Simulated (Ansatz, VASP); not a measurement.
**GeSb2Te4: VASP beside Ansatz**

One calculation is typed for both programs; each brings its own data sets. How far apart do they land? The cell is taken from a series of runs on this material, whose earlier steps may have relaxed, scaled, displaced or heated it; both programs get it as it stands.

Program: Ansatz 0.2.0. Level of theory: plane waves, with VASP 6.6.1 beside it; single point at HSE06. Results are calculated unless marked as measured.

### 1. The structure

Symmetry: R3m, No. 160, trigonal system. Conventional cell: a = 4.309 Å, b = 4.309 Å, c = 43.359 Å, α = 90.00°, β = 90.00°, γ = 120.00°. Nearest to Ge lie 6 Te at 2.85 to 3.34 Å. Sb has 6 Te at 3.02 to 3.22 Å nearest. Nearest to Sb lie 6 Te at 3.03 to 3.19 Å. Te has 3 Ge at 2.85 Å nearest. Te has 3 Sb at 3.02 Å nearest. Te has 6 Sb at 3.19 to 3.22 Å nearest. Farther neighbours and most contacts between anions are not listed.

Coordinates:

```cif
data_structure
_symmetry_space_group_name_H-M 'P 1'
_symmetry_Int_Tables_number 1
_cell_length_a 14.6656
_cell_length_b 14.6656
_cell_length_c 14.6656
_cell_angle_alpha 16.897
_cell_angle_beta 16.897
_cell_angle_gamma 16.897
_cell_volume 232.45
loop_
_atom_site_label
_atom_site_type_symbol
_atom_site_fract_x
_atom_site_fract_y
_atom_site_fract_z
_atom_site_occupancy
Ge1 Ge 0.57285 0.57285 0.57285 1
Sb2 Sb 0.42399 0.42399 0.42399 1
Sb3 Sb 0.99776 0.99776 0.99776 1
Te4 Te 0.87390 0.87390 0.87390 1
Te5 Te 0.13007 0.13007 0.13007 1
Te6 Te 0.71035 0.71035 0.71035 1
Te7 Te 0.29107 0.29107 0.29107 1
```

### 2. VASP: single point, HSE06

With cell and atoms fixed, the geometry can't cause a difference; cores, projectors, grids and the points listed under the comparison can.

Lines of VASP's logs that name or quote its potential files are left out, and so is its time.

The run reads the wave functions of an earlier VASP run, which isn't shown here.

INCAR

```
SYSTEM = GeSb2Te4
PREC = Accurate
ENCUT = 410
EDIFF = 1E-06
NELM = 100
ISMEAR = 0
SIGMA = 0.01
LREAL = .FALSE.
ALGO = Normal
LHFCALC = .TRUE.
AEXX = 0.25
GGA = PE
HFSCREEN = 0.208
LASPH = .TRUE.
NBANDS = 31
PRECFOCK = Fast
LORBIT = 11
LWAVE = .FALSE.
LCHARG = .FALSE.
KPAR = 8
NCORE = 2
ISIF = 2
```

POSCAR

```
GeSb2Te4
1.0
    2.1547300807      1.2440339921     14.4529646614
   -2.1547300807      1.2440339921     14.4529646614
    0.0000000000     -2.4880679842     14.4529646614
Ge Sb Te
1 2 4
Direct
    0.5728522111      0.5728522111      0.5728522111
    0.4239922552      0.4239922552      0.4239922552
    0.9977630096      0.9977630096      0.9977630096
    0.8739014353      0.8739014353      0.8739014353
    0.1300712016      0.1300712016      0.1300712016
    0.7103508074      0.7103508074      0.7103508074
    0.2910680799      0.2910680799      0.2910680799
```

KPOINTS

```
Automatic mesh
0
Gamma
4 4 4
0 0 0
```

Potentials, in the order of the species: Ge_d, Sb and Te (PBE family, release 64).

On the command line:

```
$ mpirun -np 16 vasp_std
```

Numbers of over 12 decimals in the logs are rounded to 6 here.

What it wrote:

```text
[banner, memory and clock lines left out]
running   16 mpi-ranks, on    1 nodes
 distrk:  each k-point on    2 cores,    8 groups
 distr:  one band on    2 cores,    1 groups

 POSCAR found type information on POSCAR GeSbTe
 POSCAR found :  3 types and       7 ions
 LDA part: xc-table for (Slater+PW92), standard interpolation
 found WAVECAR, reading the header
 POSCAR, INCAR and KPOINTS ok, starting setup
 FFT: planning ... GRIDC
 FFT: planning ... GRID_SOFT
 FFT: planning ... GRID
 reading WAVECAR
 the WAVECAR file was read successfully
 initial charge from wavefunction
 entering main loop
       N       E                     dE             d eps       ncg     rms          rms(c)
DAV:   1    -0.318771822774E+02   -0.31877E+02   -0.64924E+00   806   0.158E+01    0.255E+01
DAV:   2    -0.318982968200E+02   -0.21115E-01   -0.16596E-01  1017   0.285E+00    0.168E+01
DAV:   3    -0.318906104548E+02    0.76864E-02   -0.19029E-02   954   0.982E-01    0.108E+01
DAV:   4    -0.318897916847E+02    0.81877E-03   -0.49320E-03   967   0.406E-01    0.655E+00
DAV:   5    -0.318894162158E+02    0.37547E-03   -0.79218E-04   977   0.179E-01    0.391E+00
DAV:   6    -0.318893045118E+02    0.11170E-03   -0.27084E-04   918   0.883E-02    0.234E+00
DAV:   7    -0.318892933147E+02    0.11197E-04   -0.75646E-05   933   0.423E-02    0.140E+00
DAV:   8    -0.318892981062E+02   -0.47915E-05   -0.20430E-05   925   0.210E-02    0.844E-01
DAV:   9    -0.318893044674E+02   -0.63611E-05   -0.56640E-06   939   0.109E-02    0.505E-01
DAV:  10    -0.318893093475E+02   -0.48801E-05   -0.13525E-06   599   0.686E-03    0.302E-01
DAV:  11    -0.318893128887E+02   -0.35412E-05   -0.79082E-07   508   0.512E-03    0.181E-01
DAV:  12    -0.318893151418E+02   -0.22531E-05   -0.23032E-07   466   0.325E-03    0.108E-01
DAV:  13    -0.318893165238E+02   -0.13820E-05   -0.97458E-08   452   0.215E-03    0.645E-02
DAV:  14    -0.318893173708E+02   -0.84693E-06   -0.55220E-08   431   0.158E-03
   1 F= -.31889317E+02 E0= -.31889317E+02  d E =-.549107E-13
```

OUTCAR, selected parts (step 2):

```text
ion  position               nearest neighbor table
   1  0.573  0.573  0.573-   4 2.85   4 2.85   4 2.85
   2  0.424  0.424  0.424-   5 3.02   5 3.02   5 3.02   6 3.22   6 3.22   6 3.22
   3  0.998  0.998  0.998-   7 3.03   7 3.03   7 3.03   6 3.19   6 3.19   6 3.19
   4  0.874  0.874  0.874-   1 2.85   1 2.85   1 2.85
   5  0.130  0.130  0.130-   2 3.02   2 3.02   2 3.02
   6  0.710  0.710  0.710-   3 3.19   3 3.19   3 3.19   2 3.22   2 3.22   2 3.22
   7  0.291  0.291  0.291-   3 3.03   3 3.03   3 3.03

  LATTYP: Found a trigonal (rhomboedric) cell.
 ALAT       =    14.6655606711
 COS(alpha) =     0.9568263861

 Subroutine GETGRP returns: Found  6 space group operations
 (whereof  6 operations were pure point group operations)

The static configuration has the point symmetry C_3v.

 Found     13 irreducible k-points:

   k-points           NKPTS =     13   k-points in BZ     NKDIM =     64   number of bands    NBANDS=     31

   dimension x,y,z NGX =    98 NGY =   98 NGZ =   98
   dimension x,y,z NGXF=   196 NGYF=  196 NGZF=  196

   ENCUT  =  410.0 eV  30.13 Ry    5.49 a.u.  24.21 24.21 24.21*2*pi/ulx,y,z

   NELECT =      48.0000    total number of electrons

 k-points in reciprocal lattice and weights: Automatic mesh
   0.00000000  0.00000000  0.00000000       0.016
   0.25000000  0.00000000  0.00000000       0.094
   0.50000000  0.00000000  0.00000000       0.047
   0.25000000  0.25000000  0.00000000       0.094
   0.50000000  0.25000000  0.00000000       0.188
  -0.25000000  0.25000000  0.00000000       0.094
   0.50000000  0.50000000  0.00000000       0.047
   0.25000000  0.25000000  0.25000000       0.031
   0.50000000  0.25000000  0.25000000       0.094
  -0.25000000  0.25000000  0.25000000       0.094
   0.50000000  0.50000000  0.25000000       0.094
  -0.25000000  0.50000000  0.25000000       0.094
   0.50000000  0.50000000  0.50000000       0.016

  exchange ACFDT corr.  =         0.00000000  see jH, gK, PRB 81, 115126

 average (electrostatic) potential at core
       1 -66.8984       2 -84.4527       3 -84.4721       4 -84.8881       5 -85.4819
       6 -85.2059       7 -85.5522

 E-fermi :   5.2843

 k-point     1 :       0.0000    0.0000    0.0000
  band No.  band energies     occupation
    ...
     20       3.7842      2.00000
     21       3.8247      2.00000
     22       3.8247      2.00000
     23       4.3507      2.00000
     24       5.1059      2.00000
     25       5.7671      0.00000
     26       5.9799      0.00000
     27       5.9799      0.00000
     28       7.0031      0.00000
     29       7.0031      0.00000
    ...

 k-point     2 :       0.2500    0.0000    0.0000
  band No.  band energies     occupation
    ...
     20       3.1604      2.00000
     21       3.2973      2.00000
     22       3.8201      2.00000
     23       4.3711      2.00000
     24       4.7622      2.00000
     25       6.3161      0.00000
     26       6.5437      0.00000
     27       6.9137      0.00000
     28       7.5480      0.00000
     29       7.8368      0.00000
    ...

 k-point     3 :       0.5000    0.0000    0.0000
  band No.  band energies     occupation
    ...
     20       2.6843      2.00000
     21       3.3259      2.00000
     22       3.5372      2.00000
     23       3.6702      2.00000
     24       4.0856      2.00000
     25       6.2992      0.00000
     26       6.3960      0.00000
     27       6.6970      0.00000
     28       7.5004      0.00000
     29       8.1168      0.00000
    ...

  Total       -3.7940556     -3.7940556     -3.5829964      0.0000000      0.0000000      0.0000000
  in kB      -26.1505578    -26.1505578    -24.6958311      0.0000000      0.0000000      0.0000000
  external PRESSURE =     -25.6656489 kB  Pullay stress =       0.0000000 kB

  energy-cutoff  :      410.00
  volume of cell :      232.45
      direct lattice vectors                 reciprocal lattice vectors
     2.154730081  1.244033992 14.452964661     0.232047626  0.133972759  0.023063319
    -2.154730081  1.244033992 14.452964661    -0.232047626  0.133972759  0.023063319
     0.000000000 -2.488067984 14.452964661     0.000000000 -0.267945519  0.023063319

 POSITION                                       TOTAL-FORCE (eV/Angst)
 -----------------------------------------------------------------------------------
      0.00000      0.00000     24.83824         0.000000      0.000000     -0.307721
      0.00000      0.00000     18.38384         0.000000      0.000000      0.247733
      0.00000      0.00000     43.26190         0.000000      0.000000     -0.203669
      0.00000      0.00000     37.89140         0.000000      0.000000      0.352039
      0.00000      0.00000      5.63974         0.000000     -0.000000     -0.451239
      0.00000      0.00000     30.80003         0.000000      0.000000     -0.067520
      0.00000      0.00000     12.62039         0.000000      0.000000      0.430377
 -----------------------------------------------------------------------------------
    total drift:                                0.000004      0.000001      0.002502

  FREE ENERGIE OF THE ION-ELECTRON SYSTEM (eV)
  ---------------------------------------------------
  free  energy   TOTEN  =       -31.8893173708 eV

  energy  without entropy=      -31.8893173708  energy(sigma->0) =      -31.88931737

 total charge
# of ion       s       p       d       tot
------------------------------------------
    1        1.315   0.780  10.003  12.098
    2        1.327   1.044   0.051   2.422
    3        1.330   1.039   0.052   2.421
    4        1.350   2.057   0.023   3.431
    5        1.369   2.004   0.024   3.397
    6        1.351   2.068   0.027   3.446
    7        1.360   2.017   0.032   3.409
--------------------------------------------------
tot          9.401  11.009  10.213  30.623

[... 3 further parts left out ...]
```

The gap is read on the k-mesh alone, so it is an upper bound where the band edges lie off the mesh.

(Continued in part 2 of 2.)

[Lines on the potential files, build, host, timing and source positions are cut from VASP's logs without a mark.]

[Logs are printed without paths, hosts, clocks, repeated set-up lines and the standing remarks that a program may print on its own settings, such as how far it seeks lower states.]

[Hosts, paths, dates, database ids (printed as entryN), source tags and the programs' standing remarks are cut or masked in the printed files.]
